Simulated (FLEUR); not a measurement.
# CoO under changes of volume

One of the cells (9.684 Å³/atom); the others are scaled copies at fixed shape and fractional positions:

```
Co O
1.0
     0.00000    2.13150    2.13150
     2.13150    0.00000    2.13150
     2.13150    2.13150    0.00000
Co O
1 1
Direct
  0.00000 0.00000 0.00000
  0.50000 0.50000 0.50000
```

```yaml
Program: FLEUR MaX-R8.1 (later development tree)
Functional: PBEsol
Potentials_or_basis: all-electron
Basis: FLAPW
Kmax: 4.78 1/bohr
k_mesh: 11 × 11 × 11
Occupations: fermi-dirac, width 0.05 eV
Spin: collinear spin, ferromagnetic start
Starting_moments: "[2.0, 0.0] μB"
```

| volume (Å³/atom) | energy over the lowest point (meV/atom) | moment (μB per cell) |
| --- | --- | --- |
| 9.103 | 0.00 | 2.81 |
| 9.297 | 3.22 | 2.87 |
| 9.490 | 10.81 | 2.92 |
| 9.684 | 22.03 | 2.96 |
| 9.878 | 37.06 | 2.98 |
| 10.071 | 55.34 | 2.99 |
| 10.265 | ? | ? |

Task: What does the run at 10.265 Å³/atom give?

Result: Energy over the lowest point 76.91 meV/atom; moment 3.00 μB per cell.

Worked out: A Birch-Murnaghan fit of order 3 (a polynomial in V^(-2/3)) to the other rows has its minimum at 9.05 Å³/atom, just outside them, with B0 = V·E''(V) = 175 GPa (rough, since the energies scatter). It gives 76.84 meV/atom at 10.265 Å³/atom, against the run's 76.91. A parabola through the other rows of the moment, of slope -0.0515 μB per Å³/atom there, extrapolates to 2.99 μB, against the run's 3.00.

Energies are extrapolated to zero smearing.

Caveats: a cell with one magnetic atom can't hold antiferromagnetic order, which such compounds often take.
